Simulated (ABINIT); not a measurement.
Runs of ABINIT 10.8.3 (patched build) on CdSe (Cadmoselite). Symmetry: P6_3mc, No. 186, hexagonal system. Conventional cell: a = 4.300 Å, b = 4.300 Å, c = 7.020 Å, α = 90.00°, β = 90.00°, γ = 120.00°. Around Cd (site symmetry 3m) lie 4 Se at 2.61 to 2.70 Å. Se (site symmetry 3m) has 4 Cd at 2.61 to 2.70 Å as nearest neighbours. 

| task | level | potentials or basis | k mesh | mesh quality | gap on the mesh (eV) | largest force (eV/Å) |
| --- | --- | --- | --- | --- | --- | --- |
| single point | PBE | JTH PAW PBE v2.0 | 4 × 4 × 2 | coarse | 0.69 | 0.30 |
| band structure | RPBE | JTH PAW PBE v2.0 | 7 × 7 × 4 | not flagged | (c) | 0.29 |
| band structure | LDA-VWN | JTH PAW LDA v2.0 | 7 × 7 × 4 | not flagged | 0.42 | 0.26 |
| band structure | LDA-PZ | JTH PAW LDA v2.0 | 7 × 7 × 4 | not flagged | 0.42 | 0.26 |
| single point | PBEsol | JTH PAW PBE v2.0 | 3 × 3 × 2 | coarse | (b) | 0.32 |
| band structure | LDA-Teter | JTH PAW LDA v2.0 | 7 × 7 × 4 | not flagged | 0.42 | 0.26 |
| band structure | LDA | JTH PAW LDA v2.0 | 7 × 7 × 4 | not flagged | 0.42 | 0.26 |
| single point | PBEsol | JTH PAW PBE v2.0 | 9 × 9 × 5 | not flagged | 0.57 | 0.27 |
| single point | PBE | JTH PAW PBE v2.0 | 3 × 3 × 2 | coarse | 0.67 | (a) |
| single point | LDA | JTH PAW LDA v2.0 | 4 × 4 × 2 | coarse | 0.41 | 0.27 |
| single point | PBEsol | JTH PAW PBE v2.0 | 4 × 4 × 2 | coarse | 0.56 | 0.28 |
| band structure | WC | JTH PAW PBE v2.0 | 7 × 7 × 4 | not flagged | 0.55 | 0.27 |

Alike in all rows: no spin polarisation; cell as given; cutoff (eV) 463; smearing fermi-dirac 0.05 eV.

**Question.** Fill in the values left out.

**Answer.** (a) 0.34; (b) 0.54; (c) 0.87.

Caveats: some runs use coarse meshes; the PAW data sets were made with another functional, which shifts forces and pressure a little (some runs).

A k mesh can miss the band edges, and the runs leave out spin-orbit coupling on Cd, Se.
